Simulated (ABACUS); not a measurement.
Runs of ABACUS 3.10.1 on MgO. The structure is cubic, space group Fm-3m (No. 225). Conventional cell: a = 4.194 Å, b = 4.194 Å, c = 4.194 Å, α = 90.00°, β = 90.00°, γ = 90.00°. Mg (site symmetry m-3m) has 6 O at 2.10 Å as nearest neighbours. Around O (site symmetry m-3m) lie 6 Mg at 2.10 Å. The cell is a database's computed one.

| level | potentials or basis | k mesh | cutoff (eV) | SCF threshold on the density | eigensolver | share of exact exchange | screening of the exchange | threshold of the auxiliary basis | mesh quality | gap on the mesh (eV) | pressure (GPa) |
| --- | --- | --- | --- | --- | --- | --- | --- | --- | --- | --- | --- |
| PBE | SG15 ONCV 1.2 PBE, DZP LCAO (the cutoffs set its grid) | 5 × 5 × 5 | 1361 | 1e-07 | genelpa | - | - | - | coarse | (b) | 8.7 |
| HSE-type (share 0.1, screening 0.11/bohr) | SG15 ONCV 1.2 PBE, DZP LCAO (the cutoffs set its grid) | 5 × 5 × 5 | 1361 | 1e-07 | genelpa | 0.1 | 0.11 1/bohr | 0.001 | coarse | 5.51 | - |
| PBEsol | PseudoDojo NC SR 0.4.1 PBEsol standard, plane waves | 11 × 11 × 11 | 1143 | 1e-08 | dav | - | - | - | not flagged | 4.79 | (a) |
| HSE-type (share 0.25, screening 0.11/bohr) | SG15 ONCV 1.2 PBE, DZP LCAO (the cutoffs set its grid) | 5 × 5 × 5 | 1361 | 1e-07 | genelpa | 0.25 | 0.11 1/bohr | 0.001 | coarse | 6.51 | - |

Alike in all rows: task single point; no spin polarisation; cell as given; smearing fermi-dirac 0.05 eV.

Q: Estimate the missing entries.

A: (a) 2.2; (b) 4.86.

Caveats: some runs use coarse meshes; the atomic orbitals were generated for these runs and aren't a published set (some runs); the basis of atomic orbitals isn't converged, which shifts pressures, moduli and gaps (some runs); gaps of hybrids in this basis differ from plane-wave ones by up to 0.1 eV (some runs); the potentials were made for another functional, which shifts forces and pressure (some runs).

